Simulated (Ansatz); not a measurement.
**GaN (F-43m): relaxation of the ions from a Python script**

Where do the atoms of GaN (F-43m) settle in the given cell? Aim: a relaxation of the ions, for GaN (F-43m), run from a script.

All numbers are computed with Ansatz 0.2.0, driven from Python. Level of theory: DFT PBE, plane waves, PAW.

## 1. Starting point

It takes space group F-43m (No. 216, cubic). Conventional cell: a = 4.507 Å, b = 4.507 Å, c = 4.507 Å, α = 90.00°, β = 90.00°, γ = 90.00°. Around Ga (site symmetry -43m) lie 4 N at 1.95 Å. N (site symmetry -43m) has 4 Ga at 1.95 Å as nearest neighbours.

The script holds or builds the structure itself.

## 2. The script

relax_gan.py

```python
import json

import ansatz
from ase import Atoms
from ase.io import write
import numpy as np

atoms = Atoms(
    ["Ga", "N"],
    scaled_positions=[
        (0.0, 0.0, 0.0),
        (0.75, 0.75, 0.75),
    ],
    cell=[
        (0.0, 2.25350061, 2.25350061),
        (2.25350061, 0.0, 2.25350061),
        (2.25350061, 2.25350061, 0.0),
    ],
    pbc=True,
)
atoms.rattle(stdev=0.05, seed=10)
xtal = ansatz.Crystal.from_ase(atoms)

model = (
    xtal.calculation()
    .functional("PBE")
    .basis(470)
    .kpoints(density=2.2)
    .occupations("Fixed")
    .relax(force_tolerance=0.005)
)
done = model.run(events_out="gan.ndjson")
with open("gan.ndjson") as stream:
    events = [json.loads(line) for line in stream]
steps = [e["data"] for e in events if e["event"] == "relax_step"]
rep = done.report
for s in steps:
    flag = "" if s["accepted"] else "  (rejected)"
    print("step %2d  E = %.5f eV  largest force component = %.4f eV/A%s" % (s["step"], s["lagrangian_ev"], s["allowed_force_max_ev_ang"], flag))

first, last = steps[0], steps[-1]
symbols = [site.symbol for site in done.lattice.sites]
print(f"energy gained {first['lagrangian_ev'] - last['lagrangian_ev']:.4f} eV in {len(steps) - 1} steps")

moved = np.linalg.norm(np.array(last["positions_ang"]) - np.array(first["positions_ang"]), axis=1)
print("displacement by atom (A):", " ".join(f"{s}:{d:.3f}" for s, d in zip(symbols, moved)))

relaxed = Atoms(symbols, positions=[site.position_ang for site in done.lattice.sites], cell=done.lattice.cell_ang, pbc=True)
write("relaxed.extxyz", relaxed, format="extxyz")

print("relaxed fractional positions")
for site in done.lattice.sites:
    print(f"  {site.symbol:2s}", " ".join(f"{v % 1:8.5f}" for v in np.round(site.position_frac, 5)))

energy = rep["free_energy_ev"]
print("GaN: {:.6f} eV = {:.6f} Ry = {:.6f} Ha".format(energy, energy / 13.605693, energy / 27.211386))
print("Fermi level {:.4f} eV, {} k-points, {} symmetry operations".format(rep["fermi_energy_ev"], rep["n_kpoints"], rep["n_symmetry_ops"]))

print(model.to_yaml())
```

## 3. Launch

Run with:

```bash
$ python relax_gan.py
```

Standard output:

```text
step  1  E = -4167.86032 eV  largest force component = 0.8461 eV/A
step  2  E = -4167.88120 eV  largest force component = 0.5796 eV/A
step  3  E = -4167.89981 eV  largest force component = 0.0023 eV/A
step  4  E = -4167.89981 eV  largest force component = 0.0026 eV/A
energy gained 0.0395 eV in 3 steps
displacement by atom (A): Ga:0.039 N:0.039
relaxed fractional positions
  Ga  0.98747  0.98735  0.02737
  N   0.73755  0.73737  0.77727
GaN: -4167.899811 eV = -306.334989 Ry = -153.167494 Ha
Fermi level 9.6544 eV, 112 k-points, 1 symmetry operations
crystal:
  lattice:
    - [0.0, 2.25350061, 2.25350061]
    - [2.25350061, 0.0, 2.25350061]
    - [2.25350061, 2.25350061, 0.0]
  atoms:
    - { symbol: Ga, position: [-0.023981664485131653, -0.010307216672776447, 0.039852061218647636] }
    - { symbol: "N", position: [0.748997495979157, 0.7350254601823927, 0.7647885214537489] }
basis:
  ecutwfc: 470.0
kpoints:
  mp_grid:
    kspacing: 0.45454545454545453
hamiltonian:
  xc: pbe
scf:
  occupations:
    method: fixed
relax:
  f_tol: 0.005
```

Wall time 10 s (1 thread of Arm Neoverse V2, shared host); peak memory 0.46 GiB.

File relaxed.extxyz afterwards:

```xyz
2
Lattice="0.0 2.25350061 2.25350061 2.25350061 0.0 2.25350061 2.25350061 2.25350061 0.0" Properties=species:S:1:pos:R:3 pbc="T T T"
Ga       0.03317582       0.03344469      -0.05674242
N        3.41323523       3.41363697       3.32371904
```

Lines on the test bed's own set-up are left out of the output.

## 4. Size and end state of the run

From the engine's report, whether the script printed it or not:

```csv
item,value
SCF cycles in all,20
k-points solved,112
plane waves,531
bands,13
valence electrons,18
free energy (eV),-4167.89981
Fermi level (eV),9.654
"lowest empty less highest filled level on the mesh, by band count (eV)",1.716
```

## 5. How the relaxation went

The steps of the relaxation:

```csv
step,E - E(step 1) (eV/cell),largest force component (eV/Å)
1,0.0000,0.8461
2,-0.0209,0.5796
3,-0.0395,0.0023
4,-0.0395,0.0026
```

Step 1 is the start.

## 6. The same input on the command line

Run from a file, the same calculation prints its log.

input.yaml

```yaml
crystal:
  lattice:
    - [0.0, 2.25350061, 2.25350061]
    - [2.25350061, 0.0, 2.25350061]
    - [2.25350061, 2.25350061, 0.0]
  atoms:
    - { symbol: Ga, position: [-0.02398166448513, -0.01030721667278, 0.03985206121865] }
    - { symbol: "N", position: [0.7489974959792, 0.7350254601824, 0.7647885214537] }
basis:
  ecutwfc: 470.0
kpoints:
  mp_grid: { kspacing: 0.4545454545455 }
hamiltonian:
  xc: pbe
scf:
  occupations: { method: fixed }
relax:
  f_tol: 0.005
```

Run with:

```bash
$ ansatz run input.yaml --threads 1 --pin off --max-ram 3072MiB --backend cpu --events-out ev --progress --plain --runs-dir out
```

Standard output, shortened:

```text
Warning: RAYON_NUM_THREADS=1 ignored (pool sized by the plan → 1); use --threads N
[...]
Pseudopotentials: kind: paw
Pseudopotential: Ga, paw, valence charge 13, recommended cutoff 420 eV (normal), Ga.paw.azcp
Pseudopotential: N, paw, valence charge 5, recommended cutoff 420 eV (normal), N.paw.azcp
Functional definition: PBE
[...]
Crystal: 2 atoms, lattice volume = 22.888 Å³
Basis set: ecut = 470 eV, 531 PW (Γ), exchange–correlation on 48×48×48 points (8 copies of the dense FFT grid, shifted against one another)
Bands: 13, of which v1, the nominal top of the filled ones, is band 9 counted from 1 (8 counted from 0)
Symmetry: 1 space group operations
Space group: P1 (ITA 1), of the structure as read, at distance tolerance 2.8e-5 Å
k-points: 112 of 216 (time reversal used)
[...]
relax step   3: F+E_penalty+E_count = -4167.89981086 eV  Δ(F+E_penalty+E_count) = -1.861e-2 eV  max|allowed force component| = 2.321e-3 eV/Å  Δτ_max = 0.0270 Å  (5 SCF iters, dr2 threshold 2.10e-5 eV, accepted)
[...]
relax step   4: F+E_penalty+E_count = -4167.89981088 eV  Δ(F+E_penalty+E_count) = -2.182e-8 eV  max|allowed force component| = 2.617e-3 eV/Å  Δτ_max = 0.0000 Å  (4 SCF iters, accepted)
SCF converged after 4 iterations
Free energy (F): -4167.899811 eV
[...]
E sigma→0 (E₀):  -4167.899811 eV
Fermi energy:    9.654420 eV
[...]
--- Forces (eV/Å), atoms counted from 1 ---
  atom   1  Ga    -0.00237755    -0.00073138     0.00261624
  atom   2  N      0.00238065     0.00073165    -0.00261824
[...]
--- Relaxed structure (4 steps of the walk, 4 accepted, 0 SCFs on fresh bases) ---
  F+E_penalty+E_count = -4167.89981088 eV   max|allowed force component| = 2.617e-3 eV/Å
  atoms:
    - { symbol: Ga, position: [-0.012530181450086967, -0.01264949655007505, 0.027371399741384302] }
    - { symbol: N, position: [0.7375460129441569, 0.737367740059695, 0.7772691829309656] }
```

Run time: 9.2 s. Hardware: 1 thread of Arm Neoverse V2, shared host; peak memory 0.32 GiB.

Script and command line differ by 0.000 meV in the energy.

## 7. What came out

| quantity | value |
| --- | --- |
| free energy | -4167.8998 eV (-2083.9499 eV/atom) |
| moves of the relaxation | 2 |
| energy gained | 19.7 meV/atom |
| last largest force component | 0.0026 eV/Å |

The relaxation took 2 moves; the largest shift is 0.039 Å. The script had first distorted the structure, so the gain undoes that, in part or whole. Within 0.02 Å the atoms end in space group F-43m, from P1 at the start. What to keep in mind:
- An absolute Fermi energy rests on an arbitrary zero of the periodic potential and has no direct meaning.
- Energies along a relaxation are free energies. A last row that repeats the one before re-solves the same geometry more tightly.
- The structure comes from a database of computed cells and needn't be a stable or known phase.
